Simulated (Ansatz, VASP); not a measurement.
# One calculation of Sb4H, two programs

```
Sb H
1.0
     3.06174    0.00000    0.00000
     0.00000    4.32996    0.00000
     0.00000    0.00000   25.49494
Sb H
4 1
Cartesian
  0.0000 2.1650 8.5000
  0.0000 0.0000 10.6650
  0.0000 2.1650 12.9701
  0.0000 0.0000 15.1060
  1.5309 0.0000 16.3041
```

Alike in both runs: functional PBEsol; k mesh 9 × 7 × 1; occupations gaussian, width 0.1 eV; no spin polarisation.

Ansatz relaxed the structure, and its values are those at the end. VASP's run is a single point on that final structure, the one shown.

```csv
,VASP,Ansatz
version,VASP 6.6.1,Ansatz 0.2.0
potentials or method,"VASP PAW PBE potentials, release 64 (Sb, H)","scalar-relativistic, plane waves, PAW"
plane-wave cutoff (eV),520,420
valence electrons in the cell,21,61
```

```csv
,VASP,Ansatz,Ansatz less VASP
gap on the k mesh at the Fermi level (eV),none,none,-
rms of the force components (eV/Å),0.202,0.208,+0.0059
```

A gap of «none» marks a metal or a gap that the smearing closes. The functional is the same, so the differences come from potentials, cutoffs and numerics. The two sets of potentials don't hold the same shells in valence.

Caveats: the PAW data sets were made with another functional, which shifts forces and pressure a little (VASP). Spin-orbit coupling is left out, which matters for the levels of Sb.
